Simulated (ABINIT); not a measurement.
The system is PbO2.

```
Pb O
1.0
     0.00000    2.70199    2.70199
     2.70199    0.00000    2.70199
     2.70199    2.70199    0.00000
Pb O
1 2
Cartesian
  0.0000 0.0000 0.0000
  4.0530 4.0530 4.0530
  1.3510 1.3510 1.3510
```

The cell comes from a database or a generator and needn't be the stable form of this composition.

```yaml
Program: ABINIT 10.8.3 (patched build)
Task: relaxation of cell and atoms
Functional: PBEsol
Potentials_or_basis: PseudoDojo NC SR PBEsol v0.4.1 standard
Cutoff: 1143 eV
k_mesh: 7 × 7 × 7
Occupations: fermi-dirac, width 0.05 eV
Spin: no spin polarisation
```

At the start: pressure -4.9 GPa; volume 13.15 Å³/atom.

Question: How do energy, volume and symmetry change on relaxing?

Answer: Over 5 steps the energy falls by 7.3 meV/atom and the volume is 12.69 Å³/atom (-3.5 %); space group Fm-3m (No. 225, to 0.05 Å).

Step by step:
```tsv
step	energy change (eV)	largest force (eV/Å)	pressure (GPa)	volume (Å³)
1	0.0000	0.0000	-4.86	39.45
2	-0.0143	0.0000	-2.97	38.87
3	-0.0220	0.0000	0.23	38.00
4	-0.0220	0.0000	-0.01	38.06
5	-0.0220	0.0000	0.00	38.06
```

Final structure:
```
Pb O
1.0
     0.00000    2.66976    2.66976
     2.66976    0.00000    2.66976
     2.66976    2.66976    0.00000
Pb O
1 2
Direct
  0.00000 0.00000 0.00000
  0.75000 0.75000 0.75000
  0.25000 0.25000 0.25000
```
